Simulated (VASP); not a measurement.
Here is a VASP 6.6.1 calculation.

File POSCAR:

```
Al
1.0
   -1.6707796245      1.6707796245      1.5912186900
    1.6707796245     -1.6707796245      1.5912186900
    1.6707796245      1.6707796245     -1.5912186900
Al
1
Direct
    0.0000000000      0.0000000000      0.0000000000
```

The input INCAR.step1:

```
SYSTEM = Al
  PREC = Accurate
  ENCUT = 520
  ISMEAR = 0
  SIGMA = 0.15
  LREAL = .FALSE.
  LASPH = .TRUE.
  NELM = 100
  NBANDS = 8
  GGA = PE
  ALGO = Normal
  EDIFF = 1E-4
  LWAVE = .TRUE.
  LCHARG = .FALSE.
```

INCAR.step2

```
SYSTEM = Al
  PREC = Accurate
  ENCUT = 520
  EDIFF = 1E-6
  ISMEAR = 0
  SIGMA = 0.15
  LREAL = .FALSE.
  LASPH = .TRUE.
  NELM = 100
  ALGO = Normal
  ISIF = 2
  LWAVE = .FALSE.
  LCHARG = .FALSE.
  METAGGA = R2SCAN
  LMIXTAU = .TRUE.
  NBANDS = 8
  ISTART = 1
```

File KPOINTS:

```
regular mesh
0
G
  20 20 20
  0 0 0
```

Potentials or basis: VASP PAW PBE potentials, release 64 (Al).

Command:

```sh
$ cat potpaw_PBE.64/Al/POTCAR > POTCAR
$ cp INCAR.step1 INCAR
$ mpirun -np 1 vasp_std > vasp.out
$ cp INCAR.step2 INCAR
$ mpirun -np 1 vasp_std > vasp.out
```

Question: What does it give for the pressure?

Answer: -6.5 GPa.

Question: Estimate the band gap on the k mesh.

Answer: None (metal or under the smearing width).

Stress tensor (GPa, compression positive):
```
-5.91  0.00  0.00
 0.00 -5.91  0.00
 0.00  0.00 -7.67
```

Caveat: the PAW data sets were made with another functional, which shifts forces and pressure a little.
